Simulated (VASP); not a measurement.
Crystal: CdSe.

```
Cd Se
1.0
     0.00000    3.04639    3.04639
     3.04639    0.00000    3.04639
     3.04639    3.04639    0.00000
Cd Se
1 1
Direct
  0.00000 0.00000 0.00000
  0.25000 0.25000 0.25000
```

Measurements of this composition are mostly on another form, of space group No. 186.

Program: VASP 6.6.1. Alike in all runs: task band structure; potentials or basis VASP PAW PBE potentials, release 64 (Cd, Se); no spin polarisation; cell as given; k mesh 10 × 10 × 10; cutoff (eV) 520; smearing gaussian 0.02 eV.

Problem. Order these runs on this cell by their band gap on the k mesh, lowest first.
A. level r2SCAN
B. level PBEsol
C. level TB-mBJ

Solution. B (0.47 eV), A (1.08 eV), C (1.94 eV).
